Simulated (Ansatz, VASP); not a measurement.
# H in VASP and in Ansatz

INCAR

```
SYSTEM = H
PREC = Accurate
ENCUT = 520
EDIFF = 1E-6
ISMEAR = 0
SIGMA = 0.02
LREAL = .False.
LASPH = .True.
NELM = 80
ALGO = Normal
ISIF = 2
LWAVE = .False.
LCHARG = .False.
GGA = PE
NBANDS = 10
```

Contents of KPOINTS:

```
regular mesh
0
Gamma
  8 8 4
  0 0 0
```

The input POSCAR:

```
H
1.0
    1.7150501206     -2.8787076905      0.0000000000
    1.7150501206      2.8787076905      0.0000000000
    0.0000000000      0.0000000000      6.5492090518
H
4
Direct
    0.5826478959      0.4173521041      0.9620588441
    0.4173521041      0.5826478959      0.0379411559
    0.4173521041      0.5826478959      0.4620588441
    0.5826478959      0.4173521041      0.5379411559
```

Input for Ansatz:

```yaml
crystal:
  lattice:
    - [1.7150501206, -2.8787076905, 0.0]
    - [1.7150501206, 2.8787076905, 0.0]
    - [0.0, 0.0, 6.5492090518]
  atoms:
    - { symbol: H, position: [0.5826478959, 0.4173521041, 0.9620588441] }
    - { symbol: H, position: [0.4173521041, 0.5826478959, 0.0379411559] }
    - { symbol: H, position: [0.4173521041, 0.5826478959, 0.4620588441] }
    - { symbol: H, position: [0.5826478959, 0.4173521041, 0.5379411559] }
basis:
  ecutwfc: 420
kpoints:
  mp_grid: { grid: [8, 8, 4] }
hamiltonian:
  xc: pbe
scf:
  occupations: { method: gaussian, width: 0.02 }
output:
  forces: true
  stress: true
  eigenvalues: true
```

Alike in both runs: task single point; functional PBE; k mesh 8 × 8 × 4; occupations gaussian, width 0.02 eV; no spin polarisation.

|  | VASP | Ansatz |
| --- | --- | --- |
| version | VASP 6.6.1 | Ansatz 0.2.0 |
| potentials or method | VASP PAW PBE potentials, release 64 (H) | scalar-relativistic, plane waves, PAW |
| plane-wave cutoff (eV) | 520 | 420 |
| valence electrons in the cell | 4 | 4 |

```csv
,VASP,Ansatz,Ansatz less VASP
gap on the k mesh at the Fermi level (eV),5.10,5.10,-0.001
least direct gap on the mesh (eV),5.10,5.10,-0.001
pressure (GPa),-7.9,-7.8,+0.10
largest component of the traceless stress (GPa),11.02,11.01,-0.010
rms of the force components (eV/Å),2.596,2.593,-0.0029
```

Atom by atom the forces differ by 0.003 eV/Å (rms over components). With one functional, cell and mesh, what is left measures potentials, basis and numerics.

Caveats: forces of over 1 eV/Å show positions far from the minimum, so gaps and moduli don't describe the material at rest. A k mesh can miss the band edges.
